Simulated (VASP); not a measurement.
**From an Ansatz input to VASP: SrO (strained rocksalt)**

Ansatz input

```yaml
crystal:
  lattice:
    - [0.0, 2.6056912491, 2.6056912491]
    - [2.6056912491, 0.0, 2.6056912491]
    - [2.6056912491, 2.6056912491, 0.0]
  atoms:
    - { symbol: Sr, position: [0.0, 0.0, 0.0] }
    - { symbol: O, position: [0.5, 0.5, 0.5] }
kpoints:
  mp_grid: { grid: [8, 8, 8] }
  band_path:
    path:
      - [0.0, 0.0, 0.0]
      - [0.5, 0.0, 0.5]
      - [0.625, 0.25, 0.625]
      - [0.375, 0.375, 0.75]
      - [0.5, 0.5, 0.5]
      - [0.5, 0.25, 0.75]
      - [0.0, 0.5, 0.5]
    npoints: 1
hamiltonian:
  xc: r2scan
scf:
  occupations: { method: fixed }
  n_extra_bands: 4
output:
  forces: true
  stress: true
  eigenvalues: true
```

Question: Translate this input to VASP.

Answer: 

INCAR

```
LWAVE = .FALSE.
NELM = 120
IBRION = -1
PREC = Accurate
LASPH = .TRUE.
METAGGA = R2SCAN
NBANDS = 15
ENCUT = 520
NSW = 0
LCHARG = .FALSE.
ALGO = Normal
SIGMA = 0.01
LREAL = .FALSE.
EDIFF = 1E-7
ISIF = 2
ISMEAR = 0
```

KPOINTS

```
KPOINTS created by Atomic Simulation Environment
0
Gamma
8 8 8
0 0 0
```

KPOINTS_OPT

```
special points
7
Reciprocal
0.0000000000 0.0000000000 0.0000000000 1
0.5000000000 0.0000000000 0.5000000000 1
0.6250000000 0.2500000000 0.6250000000 1
0.3750000000 0.3750000000 0.7500000000 1
0.5000000000 0.5000000000 0.5000000000 1
0.5000000000 0.2500000000 0.7500000000 1
0.0000000000 0.5000000000 0.5000000000 1
```

POSCAR

```
Sr O
 1.0000000000000000
     0.0000000000000000    2.6056912490999999    2.6056912490999999
     2.6056912490999999    0.0000000000000000    2.6056912490999999
     2.6056912490999999    2.6056912490999999    0.0000000000000000
 Sr  O
   1   1
Cartesian
  0.0000000000000000  0.0000000000000000  0.0000000000000000
  2.6056912490999999  2.6056912490999999  2.6056912490999999
```

VASP ran with the recommended PBE PAW datasets (16 valence electrons in the cell). Other inputs would serve too.

```tsv
	Ansatz	VASP
gap between bands v and c	3.81 eV	3.76 eV
least direct gap	3.91 eV	3.87 eV
pressure	-2.6 GPa	-2.2 GPa
```

Datasets and cutoffs are each program's own. VASP's cell holds 16 valence electrons and Ansatz's 16. Ansatz's stress includes a Pulay correction; VASP's doesn't.
